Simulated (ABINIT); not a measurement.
A calculation with ABINIT 10.8.3 (patched build) of WC (native input, structure from a POSCAR):

Contents of run.abi:

```
pp_dirpath "./"
pseudos "W.GGA_PBE-JTH.xml, C.GGA_PBE-JTH.xml"

structure "poscar:POSCAR"
natom 2
chkprim 0
chksymtnons 0
tolsym 1.0e-6

ecut 517.016339 eV
pawecutdg 38.0
pawxcdev 0

kptopt 1
ngkpt 11 11 9
nshiftk 1
shiftk 0.0 0.0 0.0

ixc 11

nband 13
occopt 3
tsmear 0.05 eV

nstep 100
tolvrs 1.0e-9

iomode 3
prtwf 0
prteig 0
prtebands 0
prtden 1
prtvha 1
prtvclmb 1
prtpot 1
```

File POSCAR:

```
WC
1.0
    2.9005014400      0.0000000000      0.0000000000
   -1.4502507200      2.5119079300      0.0000000000
    0.0000000000      0.0000000000      2.8290000000
W C
1 1
Direct
    0.0139390700      0.0093997200      0.9766879900  W
    0.6527275900      0.3239336100      0.5233120100  C
```

Potentials or basis: JTH PAW PBE v2.0.

Launch:

```console
$ abinit run.abi > log 2>&1
```

Problem. Write the same calculation in another form: ASE script, structure from a P1 CIF.

Solution. As run:

Contents of run.py:

```python
import json, os
import numpy as np
from ase.units import GPa
from ase.calculators.abinit import Abinit, AbinitProfile
from ase.io import read

atoms = read('WC.cif')

profile = AbinitProfile(command='abinit', pp_paths=[os.path.abspath('pseudos')])
params = dict(
    pps='pawxml', xc='PBE',
    chksymtnons=0,
    tolsym=1e-06,
    ecut=517.0163,
    pawecutdg=1034.0327,
    pawxcdev=0,
    kptopt=1,
    ngkpt=[11, 11, 9],
    nshiftk=1,
    shiftk=[0.0, 0.0, 0.0],
    ixc=11,
    nband=13,
    occopt=3,
    tsmear=0.05,
    nstep=100,
    tolvrs=1e-09,
    prtwf=0,
    prtden=0,
)

atoms.calc = Abinit(profile=profile, directory='run', **params)
energy = atoms.get_potential_energy()
forces = atoms.get_forces()
stress = atoms.get_stress()
print(f'energy {energy:.6f} eV')
print('forces (eV/A)')
print(np.round(forces, 5))
print('stress (GPa, Voigt, tension positive)', np.round(stress / GPa, 4))
json.dump(dict(energy=energy, forces=forces.tolist(), stress=stress.tolist(), cell=atoms.cell.tolist(), frac=atoms.get_scaled_positions(wrap=False).tolist()), open('results.json', 'w'))
```

File WC.cif:

```cif
data_WC
_cell_length_a 2.90050144
_cell_length_b 2.90050144
_cell_length_c 2.82900000
_cell_angle_alpha 90.00000000
_cell_angle_beta 90.00000000
_cell_angle_gamma 120.00000001
_space_group_name_H-M_alt 'P1'
_space_group_name_Hall 'P 1'
_space_group_IT_number 1
loop_
_space_group_symop_operation_xyz
'x,y,z'
loop_
_atom_site_label
_atom_site_type_symbol
_atom_site_symmetry_multiplicity
_atom_site_Wyckoff_symbol
_atom_site_fract_x
_atom_site_fract_y
_atom_site_fract_z
_atom_site_occupancy
W1 W 1 a 0.0139390700 0.0093997200 0.9766879900 1
C1 C 1 a 0.6527275900 0.3239336100 0.5233120100 1
```

Potentials or basis: JTH PAW PBE v2.0.

The run is started by

```console
$ python run.py
```

Both were run:

|  | native input, structure from a POSCAR | ASE script, structure from a P1 CIF |
| --- | --- | --- |
| Pressure | 14.0 GPa | 14.0 GPa |
| Largest force | 2.424 eV/Å | 2.424 eV/Å |
| Band gap on the k mesh | none (metal or under the smearing width) | none (metal or under the smearing width) |

Keys that steer only the numerical path or the files written may differ.

Caveat: forces of over 1 eV/Å show positions far from the minimum, so gaps and moduli don't describe the material at rest; the atomic spheres overlap.
